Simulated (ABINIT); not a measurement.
Crystal: Tl.

```
Tl
1.0
     3.45600    0.00000    0.00000
    -1.72800    2.99298    0.00000
     0.00000    0.00000    5.52500
Tl
2
Direct
  0.66667 0.33333 0.75000
  0.33333 0.66667 0.25000
```

| Item | Value |
| --- | --- |
| Program | ABINIT 10.8.3 (patched build) |
| Task | single point |
| Functional | PBE |
| Potentials or basis | JTH PAW PBE v2.0 |
| Cutoff | 599 eV |
| k mesh | 9 × 9 × 5 |
| Occupations | fermi-dirac, width 0.05 eV |
| Spin | no spin polarisation |

On this cell: pressure 3.4 GPa; largest force under 0.003 eV/Å; band gap on the k mesh none (metal or under the smearing width).

The same run follows on a disturbed copy (atoms moved at random, drawn with an rms of 0.05 Å):

```
CELL_PARAMETERS angstrom
3.45600 0.00000 0.00000
-1.72800 2.99298 0.00000
0.00000 0.00000 5.52500
ATOMIC_POSITIONS crystal
Tl 0.66750 0.31964 0.74125
Tl 0.32903 0.66275 0.24287
```

What does the disturbed cell give?

The energy (extrapolated to zero smearing) moves by +0.2 meV/atom; pressure 3.4 GPa; largest force 0.031 eV/Å; band gap on the k mesh none (metal or under the smearing width).

Forces on the atoms (eV/Å):
```
Tl  -0.008  0.008  0.029
Tl   0.008 -0.008 -0.029
```

Stress tensor (GPa, compression positive):
```
2.80 0.17 0.00
0.17 3.07 0.00
0.00 0.00 4.31
```
